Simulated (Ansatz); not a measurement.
# 1T-MnO2 bilayer (AA) in a perpendicular field, part 3 of 3

What dipole does a perpendicular field induce in the 1T-MnO2 bilayer (AA), and does the gap follow? A positive field points along +c.

Ansatz 0.2.0; plane-wave DFT, PBE-D4, Ansatz PAW (the session's first sound run).

So far, gap along the path (eV): step 3 (atoms held, field 0) 0.942; step 4 (field 0.03 V/Å) 0.921; step 5 (field -0.03 V/Å) 0.921; step 6 (field 0.15 V/Å) 0.796; step 7 (field 0.25 V/Å) 0.672.

## Step 8: Atoms held, field -0.25 V/Å

input.yaml reads:

```yaml
crystal:
  lattice:
    - [2.8651523331, 0.0, 0.0]
    - [-1.4325761666, 2.4812947062, 0.0]
    - [0.0, 0.0, 24.4676166951]
  atoms:
    - { symbol: O, position: [0.6666666667, 0.3333333333, 0.3678331287], spin: 0.05 }
    - { symbol: Mn, position: [0.0, 0.0, 0.4069708768], spin: 2.5 }
    - { symbol: O, position: [0.3333333333, 0.6666666667, 0.4459919172], spin: 0.05 }
    - { symbol: O, position: [0.6666666667, 0.3333333333, 0.5540080828], spin: 0.05 }
    - { symbol: Mn, position: [0.0, 0.0, 0.5930291232], spin: 2.5 }
    - { symbol: O, position: [0.3333333333, 0.6666666667, 0.6321668713], spin: 0.05 }
magnetization:
  spin_polarized: true
kpoints:
  mp_grid: { grid: [18, 18, 1] }
  band_path:
    path: [[0, 0, 0], [0.5, 0, 0], [0.33333333, 0.33333333, 0], [0, 0, 0]]
    npoints: 16
hamiltonian:
  xc: pbe
  dispersion: d4
scf:
  occupations: { method: fermi_dirac, width: 0.05 }
  convergence: { dr2_threshold: 1.0e-10 }
efield:
  axis: 3
  dipole_correction: true
  ramp_position: 0.97
  ramp_width: 0.06
  amplitude: -0.25
output:
  dos: { projected: true, e_range: [-6, 5] }
  bader: true
  write_potential: true
  write_density: true
  volumetric_format: npy
  elf: true
```

Launch:

```console
$ ansatz run input.yaml --threads 4 --pin off --max-ram 6144MiB --backend cpu --events-out ev --progress --plain --runs-dir out
```

Numbers of over 12 decimals in the logs are rounded to 6 here.

The log of the run:

```text
[...]
Crystal: 6 atoms, lattice volume = 173.947 Å³
Basis set: ecut = 420 eV, 3417 PW (Γ)
Bands: 36, of which v1, the nominal top of the filled ones, is band 27 counted from 1 (26 counted from 0)
Symmetry: 6 space group operations
k-points: 37 of 324 (time reversal used)
[...]
Starting moments: Σ|m| = 5.2 μB on 6 of 6 sites
[...]
--- Bader charges: 6 sites ---
  site symbol  charge [e]  shift [e]    m [muB]
     0      O     -0.9203     0.0044     0.0903
     1     Mn      1.8571     0.0088     2.8177
     2      O     -0.9347     0.0044     0.0915
     3      O     -0.9221     0.0044     0.0906
     4     Mn      1.8569     0.0088     2.8183
     5      O     -0.9369     0.0044     0.0916
  estimated error of the sums over rays = 4.2e-4 e
[key lines of the parts left out:]
SCF converged after 28 iterations
Magnetization: 5.9999 μB (30.0000 up, 24.0000 down)
Free energy (F): -10068.298337 eV
Fermi energy:    -1.320286 eV
Dipole field:    D = -0.063205 V/Å  (p = -0.060758 e·Å, saw-weighted, corrected)
```

Elapsed: 51 s, on 4 threads of Arm Neoverse V2, shared host; peak memory 0.77 GiB; 3.3 min of CPU time.

The dipole is -0.0608 e·Å, and the gap 0.672 eV.

## Step 9: Response, atoms held

This step: plane-wave DFT, PBE-D4, Ansatz PAW; response to a field along the normal, atoms held (Ansatz 0.2.0).

The dipoles give the slope, and the difference of two potentials shows where the field is screened.

Numbers from this step:

```yaml
equivalent_conductor_thickness_p_eps_0ae: 6.176 Å
distance_between_the_outer_atoms: 6.468 Å
```

Dipole of the cell against applied field:

```csv
applied field (V/Å),dipole of the cell (e·Å)
-0.250,-0.0608
-0.030,-0.00728
0.000,-9.6e-8
0.030,0.00728
0.150,0.0364
0.250,0.0608
```

The total moment stays at 6.00 μB for applied field from -0.25 to 0.25 V/Å.

Local field over the applied field, running mean. From the potentials at -0.03 and 0.03 V/Å; running mean over 2.5 Å. Table of local field over applied field by z:

```csv
z (Å),local field over applied field
4.5,1.000
5.0,1.000
5.5,0.998
6.0,0.993
6.5,0.976
7.0,0.926
7.5,0.816
8.0,0.659
8.5,0.478
9.0,0.305
9.5,0.171
10.0,0.126
10.5,0.174
11.0,0.291
11.5,0.411
12.0,0.481
12.5,0.479
13.0,0.404
13.5,0.283
14.0,0.168
14.5,0.126
15.0,0.178
15.5,0.316
16.0,0.490
16.5,0.670
17.0,0.825
17.5,0.931
18.0,0.978
18.5,0.994
19.0,0.998
19.5,1.000
20.0,1.000
```

Electrons, planar mean, per unit field. The induced electron density by z:

z (Å), induced electron density (e/Å³ per V/Å) and a bar from the least value:
```
      4.5    0.00000 ###############
      5.0    0.00000 ###############
      5.5    0.00001 ###############
      6.0    0.00002 ###############
      6.5    0.00009 ################
      7.0    0.00033 #################
      7.5    0.00103 ###################
      8.0    0.00272 ##########################
      8.5    0.00367 ##############################
      9.0    0.00198 #######################
      9.5    0.00047 #################
     10.0   -0.00002 ###############
     10.5   -0.00083 ############
     11.0   -0.00172 ########
     11.5   -0.00323 ##
     12.0   -0.00127 ##########
     12.5    0.00145 #####################
     13.0    0.00323 ############################
     13.5    0.00175 ######################
     14.0    0.00064 ##################
     14.5   -0.00002 ###############
     15.0   -0.00065 #############
     15.5   -0.00194 #######
     16.0   -0.00377 
     16.5   -0.00259 #####
     17.0   -0.00096 ###########
     17.5   -0.00030 ##############
     18.0   -0.00009 ###############
     18.5   -0.00002 ###############
     19.0   -0.00001 ###############
     19.5    0.00000 ###############
     20.0    0.00000 ###############
```

By hand: between -0.03 and 0.03 V/Å the dipole changes by 0.01456 e·Å, a slope of 0.2427 e·Å²/V. A perfect conductor of thickness t has p = ε₀AEt, so t = 180.95 × 0.2427 / 7.109 = 6.18 Å (e/ε₀ = 180.95 V·Å, A in Å²).

The induced dipole is that of a conductor 6.18 Å thick.

## Step 10: A changed input

This step: plane-wave DFT, PBE-D4, Ansatz PAW, but for the change named below (Ansatz 0.2.0).

A run with a changed input: it repeats the earlier run at 0.03 V/Å with hamiltonian.hubbard to sites: [species: Mn, l: d, u_eff: 6.0], double_counting: fll, scf.eigensolver.kind to davidson and basis.precision to f64.

input.yaml: that of step 8 with these lines changed.

```diff
@@ -22,2 +22,3 @@
   dispersion: d4
+  hubbard: { sites: [{ species: Mn, l: d, u_eff: 6.0 }], double_counting: fll }
 scf:
@@ -25,2 +26,3 @@
   convergence: { dr2_threshold: 1.0e-10 }
+  eigensolver: { kind: davidson }
 efield:
@@ -30,6 +32,4 @@
   ramp_width: 0.06
-  amplitude: -0.25
+  amplitude: 0.03
 output:
-  dos: { projected: true, e_range: [-6, 5] }
-  bader: true
   write_potential: true
@@ -37,2 +37,3 @@
   volumetric_format: npy
-  elf: true
+basis:
+  precision: f64
```

The log of the run:

```text
O: projections on atomic orbitals take those of the free atom [He] 2s2 2p4, of charge +0.00 (hamiltonian.pseudopotentials.projection_atoms); the dataset's partial waves leave at most 1.9e-8 of an orbital's norm unspanned inside its sphere
Mn: projections on atomic orbitals take those of the free atom [Ne] 3s2 3p6 3d5 4s2, of charge +0.00 (hamiltonian.pseudopotentials.projection_atoms); the dataset's partial waves leave at most 9.0e-7 of an orbital's norm unspanned inside its sphere
[...]
davidson cushion auto → off  (block headroom 6 ≥ Hubbard manifold empty extent 5; pin scf.eigensolver.cushion to override)
Crystal: 6 atoms, lattice volume = 173.947 Å³
Basis set: ecut = 420 eV, 3417 PW (Γ)
Bands: 36, of which v1, the nominal top of the filled ones, is band 27 counted from 1 (26 counted from 0)
Symmetry: 6 space group operations
k-points: 37 of 324 (time reversal used)
[...]
Starting moments: Σ|m| = 5.2 μB on 6 of 6 sites
[...]
SCF iter   5: F=—  HF=-10060.417379 eV  |F-HF|=—  |Δ(HF+E_count)|=   3.18e-1  Δρ=5.13e-3 (↑5.13e-3 ↓2.93e-3)  dr2=1.21e-1  dr2_m=4.34e-3  M=6.000 μB ∫|m|=7.633 μB  β_m=1.20  ethr=1.80e-4  p=0.026 e·Å  D=2.73e-2 V/Å  ΔV_dip=-0.67 eV  dr2_dipole=1.85e-2  V_vac-E_F(+/−)=7.34/7.34 eV  ⟨swp⟩=4.6  Hψ=7265  notcnv=0  defer=148
[...]
spin-set hold released at iteration 5 (site moments contracting): the magnetisation degrees of freedom join the quasi-Newton model from the next iteration; the mixer history was flushed
SCF iter   6: F=—  HF=-10060.624689 eV  |F-HF|=—  |Δ(HF+E_count)|=   2.07e-1  Δρ=7.89e-3 (↑7.89e-3 ↓3.14e-3)  dr2=4.01e-1  dr2_m=1.10e-2  M=6.000 μB ∫|m|=7.677 μB  β_m=1.20  ethr=1.80e-4  p=-0.030 e·Å  D=-3.15e-2 V/Å  ΔV_dip=0.77 eV  dr2_dipole=7.03e-2  V_vac-E_F(+/−)=8.17/6.73 eV  ⟨swp⟩=5.3  Hψ=7238  notcnv=0  defer=117  κ⁻¹=1.0e0(r=1)
[...]
SCF iter  24: F=-10060.788546 eV  HF=-10060.788546 eV  |F-HF|=5.28e-11  |Δ(HF+E_count)|=  5.46e-11  Δρ=6.71e-8 (↑6.71e-8 ↓4.63e-8)  dr2=1.10e-11  dr2_m=4.26e-13  M=6.000 μB ∫|m|=7.789 μB  ethr=1.23e-12 (applied; sched 1.00e-12)  p=0.007 e·Å  D=7.68e-3 V/Å  ΔV_dip=-0.19 eV  dr2_dipole=5.46e-14  V_vac-E_F(+/−)=7.60/7.11 eV  ⟨swp⟩=2.0  Hψ=4662  notcnv=0
SCF 1 converged in 24 iterations: F = -10060.788546 eV  dr2 = 1.10e-11
[...]
SCF converged after 24 iterations
Magnetization: 6.0000 μB (30.0000 up, 24.0000 down)
Absolute magnetization: 7.7894 μB (∫|ρ↑−ρ↓|, with the PAW one-centre terms)
[...]
Per-site moments (μB) at R_I (Å): [(-0.201469, 0.788445), (2.963170, 0.787855), (-0.202361, 0.787855), (-0.201426, 0.787855), (2.963065, 0.787855), (-0.202573, 0.788445)]
Free energy (F): -10060.788546 eV
[...]
Internal energy: -10060.788546 eV  (E = F + TS)
E sigma→0 (E₀):  -10060.788546 eV
Entropy (-TS):   -0.000000 eV (-0.000 meV/atom)
Fermi energy:    -1.530906 eV
Dipole field:    D = 0.007677 V/Å  (p = 0.007380 e·Å, saw-weighted, corrected)
Work function:   not extracted (applied field tilts the vacuum); planar V_es + V_field profile in the machine report
[...]
--- Band table (eV; the first three rows and the last of 74) ---
  k-point 0 ↑: bands = [... 23 lower, -3.2888, -3.2410, -2.9073, -2.9073, -2.8589, -2.8589, -2.7166, 0.6606, ... 5 higher]
  k-point 1 ↑: bands = [... 23 lower, -3.3910, -3.3258, -2.9619, -2.9061, -2.8730, -2.8570, -2.5949, 0.5445, ... 5 higher]
  k-point 2 ↑: bands = [... 23 lower, -3.7065, -3.3499, -2.9292, -2.9162, -2.8794, -2.8649, -2.4703, 0.2336, ... 5 higher]
  k-point 36 ↓: bands = [... 23 lower, -4.2697, 1.8992, 1.9585, 2.1277, 2.1281, 2.1894, 2.1911, 2.8567, ... 5 higher]
Occupation matrices written to <dir>
```

Run time: 40 s. Hardware: 4 threads; peak memory 0.77 GiB; 2.6 min of CPU time.

This step gave:

```yaml
site_moments: -0.2015, 2.963, -0.2024, -0.2014, 2.963, -0.2026 μB
dipole_along_the_normal: 0.007380 e·Å
gap_along_the_path: 1.619 eV
gap_the_smaller_of_path_and_mesh: 1.619 eV
```

Deep bands are left out, so band numbers here count from the lowest band kept and differ from the log's. Electronic bands along the path, in eV, zero at the Fermi level of the run, which the smearing sets inside the gap; # counts the bands kept:

```csv
point,up #17,up #18,up #19,up #20,down #8,down #10,down #11,down #12
Γ,-1.33,-1.19,2.19,2.19,-1.73,-1.69,-1.69,-1.65
halfway,-1.21,-0.94,0.83,1.07,-3.29,-2.44,-1.57,-1.35
M,-2.18,-1.83,1.40,1.44,-3.06,-2.96,-2.43,-2.09
halfway,-2.04,-1.89,1.36,1.45,-3.59,-2.80,-2.49,-2.28
K,-2.18,-2.18,1.26,1.26,-2.99,-2.87,-2.75,-2.74
halfway,-1.14,-0.91,1.06,1.25,-3.25,-2.87,-1.54,-1.42
Γ,-1.33,-1.19,2.19,2.19,-1.73,-1.69,-1.69,-1.65
```

Site moment by atom:

```csv
atom,site moment (μB)
O1,-0.20
Mn2,2.96
O3,-0.20
O4,-0.20
Mn5,2.96
O6,-0.20
```

```csv
quantity,this run,earlier run,difference
dipole along the normal (e·Å),0.007380,0.007280,1.0e-4
gap along the path (eV),1.619,0.9207,0.70
total moment (μB),6.000,6.000,9.5e-6
```

What moves beyond 0.01 in its unit (for the dipole 0.5 % and 5e-5 e·Å): gap along the path (+0.698 eV) and dipole along the normal (+0.0001 e·Å).

## Step 11: The same run with other settings

This step: plane-wave DFT, PBE-D4, Ansatz PAW (Ansatz 0.2.0).

Another changed input: it repeats the earlier run at 0.03 V/Å with scf.eigensolver.kind to davidson, basis.precision to f64 and kpoints.mp_grid.grid from [18, 18, 1] to [12, 12, 1].

input.yaml: that of step 10 with these lines changed.

```diff
@@ -15,3 +15,3 @@
 kpoints:
-  mp_grid: { grid: [18, 18, 1] }
+  mp_grid: { grid: [12, 12, 1] }
   band_path:
@@ -22,3 +22,2 @@
   dispersion: d4
-  hubbard: { sites: [{ species: Mn, l: d, u_eff: 6.0 }], double_counting: fll }
 scf:
```

The log of the run:

```text
[...]
Crystal: 6 atoms, lattice volume = 173.947 Å³
Basis set: ecut = 420 eV, 3417 PW (Γ)
Bands: 36, of which v1, the nominal top of the filled ones, is band 27 counted from 1 (26 counted from 0)
Symmetry: 6 space group operations
k-points: 19 of 144 (time reversal used)
[...]
Starting moments: Σ|m| = 5.2 μB on 6 of 6 sites
[...]
SCF iter  26: F=-10068.290969 eV  HF=-10068.290969 eV  |F-HF|=9.64e-11  |Δ(HF+E_count)|=  9.09e-12  Δρ=5.91e-8 (↑3.73e-8 ↓5.91e-8)  dr2=7.19e-12  dr2_m=5.44e-13  M=6.000 μB ∫|m|=6.078 μB  ethr=1.24e-12 (applied; sched 1.00e-12)  p=0.007 e·Å  D=7.57e-3 V/Å  ΔV_dip=-0.19 eV  dr2_dipole=2.91e-14  V_vac-E_F(+/−)=7.31/6.83 eV  ⟨swp⟩=2.0  Hψ=2397  notcnv=0
SCF 1 converged in 26 iterations: F = -10068.290969 eV  dr2 = 7.19e-12
[...]
SCF converged after 26 iterations
Magnetization: 6.0000 μB (30.0000 up, 24.0000 down)
Absolute magnetization: 6.0810 μB (∫|ρ↑−ρ↓|, with the PAW one-centre terms)
[...]
Per-site moments (μB) at R_I (Å): [(0.047606, 0.788445), (2.502710, 0.787855), (0.047669, 0.787855), (0.047736, 0.787855), (2.502653, 0.787855), (0.047515, 0.788445)]
Free energy (F): -10068.290969 eV
[...]
Internal energy: -10068.290964 eV  (E = F + TS)
E sigma→0 (E₀):  -10068.290967 eV
Entropy (-TS):   -0.000006 eV (-0.001 meV/atom)
Fermi energy:    -1.302308 eV
Dipole field:    D = 0.007573 V/Å  (p = 0.007279 e·Å, saw-weighted, corrected)
Work function:   not extracted (applied field tilts the vacuum); planar V_es + V_field profile in the machine report
[...]
--- Band table (eV; the first three rows and the last of 38) ---
  k-point 0 ↑: bands = [... 23 lower, -3.1962, -3.1647, -3.1647, -3.1148, -3.1148, -2.0423, -1.8599, 1.1328, ... 5 higher]
  k-point 1 ↑: bands = [... 23 lower, -3.2260, -3.1809, -3.0313, -2.9705, -2.9231, -2.0092, -1.8099, 0.9069, ... 5 higher]
  k-point 2 ↑: bands = [... 23 lower, -3.2964, -3.1376, -2.7646, -2.7214, -2.6739, -2.0312, -1.8244, 0.3877, ... 5 higher]
  k-point 18 ↓: bands = [... 23 lower, -4.3721, -0.5213, -0.4643, 0.2849, 0.2861, 0.3291, 0.3300, 1.7456, ... 5 higher]
```

Elapsed: 25 s, on 4 threads; peak memory 0.6 GiB.

```csv
quantity,this run,earlier run,difference
dipole along the normal (e·Å),0.007279,0.007280,-1.0e-7
gap along the path (eV),0.9207,0.9207,0
total moment (μB),6.000,6.000,-7.6e-7
```

Nothing in the table moves by 0.01 in its unit (for the dipole 0.5 % and 5e-5 e·Å).

The change did no harm here.

## Step 12: Results

| Property | Result |
| --- | --- |
| gap without field | 0.942 eV |
| ionisation energy, upper face | 7.57 eV |
| electron affinity, upper face | 6.63 eV |
| equivalent conductor thickness, atoms held | 6.18 Å |

The induced dipole equals that of a perfect conductor 6.18 Å thick, while the outer atoms lie 6.47 Å apart; an out-of-plane ε follows only once a thickness t is chosen, by 1 − 1/ε = 6.18 Å / t. The gap goes from 0.94 eV to 0.67 eV at -0.25 V/Å. With the field reversed the gap is 0.67 eV at 0.25 V/Å. Semilocal functionals give gaps that are too small, and excitons are not included. The magnetic order is the one reached from the typed start; other orders were not compared.

[Logs are printed without paths, hosts, clocks, repeated set-up lines and the standing remarks that a program may print on its own settings, such as how far it seeks lower states.]

[Hosts, paths, dates, database ids (printed as entryN), source tags and the programs' standing remarks are cut or masked in the printed files.]

[Maps of the electrostatic potential energy from Ansatz leave out the sawtooth potential of an applied field or a dipole correction, so their vacuum need not be flat; planar profiles and work functions include it.]
